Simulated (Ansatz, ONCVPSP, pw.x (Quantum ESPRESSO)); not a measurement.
nitrogen (N): does the ONCV potential hold in the solid?

N (Z = 7), optimised norm-conserving Vanderbilt (ONCV), made with ONCVPSP 4.0.1 (PBE, scalar-relativistic). Core [He], reference 2s1 2p4. Waves: 2s: rc 0.75 bohr, ncon 3, nbas 7, qcut 9 1/bohr, local; 2p: rc 1.55 bohr, ncon 3, nbas 7, qcut 9.7 1/bohr, 2 projectors, debl 3.1 Ha. Local part: the s channel. Core correction: none.

Atomic tests: cutoffs needed: 30 Ha and 39 Ha (the cutoffs (Ha) at which the residual kinetic energy of the hardest occupied pseudo-wave falls to 1 and 0.1 mHa per electron); ghost test: no bound ghost flagged; no localised positive-energy state flagged; largest excitation error: +231 meV (all-electron minus pseudo) for 2s2 2p1, out of 4 test configurations.

Crystal test: bcc N in pw.x 7.5, no spin, 18³ k-points, Fermi–Dirac smearing 0.01 Ry, cutoffs 90/360 Ry. The lattice is a test structure that the element need not adopt, and mesh and smearing are coarse. Spin polarisation is left out.

pw.x input:

```
&control
  calculation='scf', prefix='x', pseudo_dir='./', outdir='./tmp', tstress=.true., disk_io='none'
/
&system
  ibrav=0, nat=1, ntyp=1, ecutwfc=90, ecutrho=360, nbnd=9,
  occupations='smearing', smearing='fd', degauss=0.01
/
&electrons
  conv_thr=1e-09, mixing_beta=0.4, electron_maxstep=70
/
ATOMIC_SPECIES
N 1.0 N.UPF
CELL_PARAMETERS angstrom
  -1.21908154 1.21908154 1.21908154
  1.21908154 -1.21908154 1.21908154
  1.21908154 1.21908154 -1.21908154
ATOMIC_POSITIONS crystal
N 0.0000 0.0000 0.0000
K_POINTS automatic
18 18 18 0 0 0
```

```bash
pw.x < N.scf.in > N.scf.out
```

**Question.** How does the run end?

**Answer.** It converges; the pressure is 1.61 GPa against -0.09 GPa from all-electron LAPW.  The log shows:

```
     using ibrav=0 with symmetry is DISCOURAGED, use correct ibrav instead
     lattice parameter (alat)  =       3.9902  a.u.
     unit-cell volume          =      48.9052 (a.u.)^3
     number of electrons       =         5.00
     number of Kohn-Sham states=            9
     kinetic-energy cutoff     =      90.0000  Ry
     charge density cutoff     =     360.0000  Ry
     scf convergence threshold =      1.0E-09
     Exchange-correlation= PBE
     number of k points=   195  Fermi-Dirac smearing, width (Ry)=  0.0100
     iteration #  1     ecut=    90.00 Ry     beta= 0.40
     total energy              =     -19.51360248 Ry
     estimated scf accuracy    <       0.00192548 Ry
     iteration #  2     ecut=    90.00 Ry     beta= 0.40
     total energy              =     -19.51389481 Ry
     estimated scf accuracy    <       0.00068803 Ry
     iteration #  3     ecut=    90.00 Ry     beta= 0.40
     total energy              =     -19.51391919 Ry
     estimated scf accuracy    <       0.00001252 Ry
     iteration #  4     ecut=    90.00 Ry     beta= 0.40
     total energy              =     -19.51392043 Ry
     estimated scf accuracy    <       0.00000001 Ry
     iteration #  5     ecut=    90.00 Ry     beta= 0.40
     total energy              =     -19.51392045 Ry
     estimated scf accuracy    <          1.6E-09 Ry
     iteration #  6     ecut=    90.00 Ry     beta= 0.40
     the Fermi energy is     8.9019 ev
!    total energy              =     -19.51392045 Ry
     estimated scf accuracy    <          1.4E-11 Ry
     smearing contrib. (-TS)   =      -0.00253959 Ry
     The total energy is F=E-TS. E is the sum of the following terms:
     one-electron contribution =       3.29807339 Ry
     hartree contribution      =       1.63635044 Ry
     xc contribution           =      -4.69938758 Ry
     ewald contribution        =     -19.74641711 Ry
     convergence has been achieved in   6 iterations
          total   stress  (Ry/bohr**3)                   (kbar)     P=       16.11
     Message from routine punch:
     Nothing written, as per user request (disk_io='none')
```
